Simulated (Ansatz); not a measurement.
# NbN: do energies and stresses tell the same story?

Level of theory: DFT PBEsol, scalar-relativistic, plane waves, PAW (Ansatz 0.2.0).

Plane waves to 420 eV, a k mesh through Γ of 16×16×16 on the computed 2-atom cell and Gaussian smearing (0.10 eV); no spin polarisation.

Relaxed cell: Fm-3m, a = 4.380 Å, b = 4.380 Å, c = 4.380 Å, α = 90.00°, β = 90.00°, γ = 90.00°, 2 atoms in the primitive cell.

Energies at zero smearing and pressures from the stress tensor, at volumes with shape and atoms relaxed:
| V (Å³/atom) | E − E(first) (meV/atom) | P (GPa) |
| --- | --- | --- |
| 9.246 | 0.00 | 56.26 |
| 9.561 | -92.78 | 38.59 |
| 9.877 | -153.50 | 23.58 |
| 10.192 | -186.93 | 10.82 |
| 10.507 | -197.24 | -0.03 |
| 10.822 | -187.81 | -9.26 |
| 11.137 | -161.62 | -17.11 |
| 11.558 | -104.91 | -25.76 |

Task: Check P = −dE/dV between neighbouring volumes, and get the bulk modulus from the pressures alone.

Result: With 1 eV/Å³ = 160.2 GPa:
| middle V (Å³/atom) | −ΔE/ΔV (GPa) | mean P (GPa) |
| --- | --- | --- |
| 9.404 | 47.157 | 47.424 |
| 9.719 | 30.864 | 31.082 |
| 10.034 | 16.992 | 17.198 |
| 10.349 | 5.244 | 5.394 |
| 10.665 | -4.795 | -4.644 |
| 10.980 | -13.311 | -13.182 |
| 11.348 | -21.619 | -21.435 |

The two differ by 0.27 GPa at most. The mean of two end pressures misses the average over a step by about ΔV² P″/12, up to 0.24 GPa here; with that taken off 0.03 GPa remains, from the smearing term (the stress is the derivative of the free energy), the finite cutoff, the mesh or the relaxation's tolerance. Around V = 10.507 Å³/atom, the two neighbours give B = −V ΔP/ΔV = 10.507 × 20.08 / 0.630 = 334.6 GPa, against B0 = 333.1 GPa from the Birch–Murnaghan fit of the energies.